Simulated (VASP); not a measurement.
# ZnCu: intraband terms of a metal's spectrum

ZnCu, Cmmm (no. 65), 2 atoms in the cell. PBE, independent-particle dielectric function; PAW potentials Zn, Cu (PBE set).

## Input

INCAR.step1:
```
SYSTEM = ZnCu
PREC = Accurate ; ENCUT = 340
ISMEAR = 1 ; SIGMA = 0.1
EDIFF = 1E-7 ; LASPH = .True.
KPAR = 4 ; LWAVE = .False.
LCHARG = .True. ; LMAXMIX = 4
```

INCAR.step2:
```
SYSTEM = ZnCu
PREC = Accurate ; ENCUT = 340
ISMEAR = 0 ; SIGMA = 0.3
EDIFF = 1E-6 ; LASPH = .True.
KPAR = 4 ; LWAVE = .True.
LCHARG = .False. ; LMAXMIX = 4
ICHARG = 11 ; NBANDS = 30
NEDOS = 3000 ; OMEGAMAX = 30
CSHIFT = 0.1
```

INCAR.step3, as INCAR.step2 but for:
```
- LWAVE = .True.
+ LWAVE = .False.
+ LOPTICS = .True.
+ ALGO = None
+ NELM = 1
+ ISTART = 1
```

INCAR.step4, as INCAR.step3 but for:
```
+ WPLASMAI = 0.03
```

INCAR.step5 to INCAR.step6 change the same tag again: WPLASMAI = 0.1, 0.3.

INCAR.step7, as INCAR.step6 but for:
```
- WPLASMAI = 0.3
+ RTIME = 5
```

INCAR.step8, as INCAR.step7 but for:
```
- RTIME = 5
+ RTIME = 40
```

INCAR.step9, as INCAR.step8 but for:
```
- RTIME = 40
+ LNABLA = .True.
```

INCAR.step10, as INCAR.step9 but for:
```
- ISMEAR = 0
- LNABLA = .True.
+ ISMEAR = -5
```

KPOINTS.step1:
```
k-points
0
Gamma
  11 11 7
```

KPOINTS.step2:
```
k-points
0
Gamma
  9 9 6
```

POSCAR:
```
ZnCu
1.0
    1.4880390000     -2.1212790000      0.0000000000
    1.4880390000      2.1212790000      0.0000000000
    0.0000000000      0.0000000000      4.1407460000
Zn Cu
1 1
Direct
    0.5000000000      0.5000000000      0.5000000000
    0.0000000000      0.0000000000      0.0000000000
```

Commands (each step's output is kept before the next begins):
```
cat potpaw_PBE.64/Zn/POTCAR potpaw_PBE.64/Cu/POTCAR > POTCAR
cp INCAR.step1 INCAR
cp KPOINTS.step1 KPOINTS
mpirun -np 4 vasp_std > vasp.out
cp INCAR.step2 INCAR
cp KPOINTS.step2 KPOINTS
mpirun -np 4 vasp_std > vasp.out
cp INCAR.step3 INCAR
mpirun -np 4 vasp_std > vasp.out
cp INCAR.step4 INCAR
mpirun -np 4 vasp_std > vasp.out
cp INCAR.step5 INCAR
mpirun -np 4 vasp_std > vasp.out
cp INCAR.step6 INCAR
mpirun -np 4 vasp_std > vasp.out
cp INCAR.step7 INCAR
mpirun -np 4 vasp_std > vasp.out
cp INCAR.step8 INCAR
mpirun -np 4 vasp_std > vasp.out
cp INCAR.step9 INCAR
mpirun -np 4 vasp_std > vasp.out
cp INCAR.step10 INCAR
mpirun -np 4 vasp_std > vasp.out
```

## Result

- Bands: 30

One ground state, settings moved in the last step alone:

| Settings | Plasma frequency (eV) | Im ε at 0.5 eV | Im ε at 1 eV | Im ε at 2 eV | Im ε at 4 eV | Time (s) |
|---|---|---|---|---|---|---|
| interband part alone | 8.82 | 15.4 | 9.7 | 5.3 | 7.1 | 5 |
| Drude term, WPLASMAI 0.03 | 8.82 | 34.0 | 12.0 | 5.6 | 7.2 | 5 |
| Drude term, WPLASMAI 0.1 | 8.82 | 75.3 | 17.4 | 6.3 | 7.3 | 6 |
| Drude term, WPLASMAI 0.3 | 8.82 | 152.7 | 31.1 | 8.1 | 7.5 | 5 |
| relaxation time RTIME 5 fs | 8.82 | 92.0 | 19.7 | 6.6 | 7.3 | 5 |
| relaxation time RTIME 40 fs | 8.82 | 25.6 | 11.0 | 5.5 | 7.2 | 5 |
| transversal form (LNABLA) | 8.98 | 16.0 | 10.1 | 5.4 | 7.1 | 5 |
| tetrahedron method | – | – | – | – | – | no result |

VASP 6.6.1 took 50 s on 4 cores (AMD EPYC 7R13 (Zen 3)), a shared host.
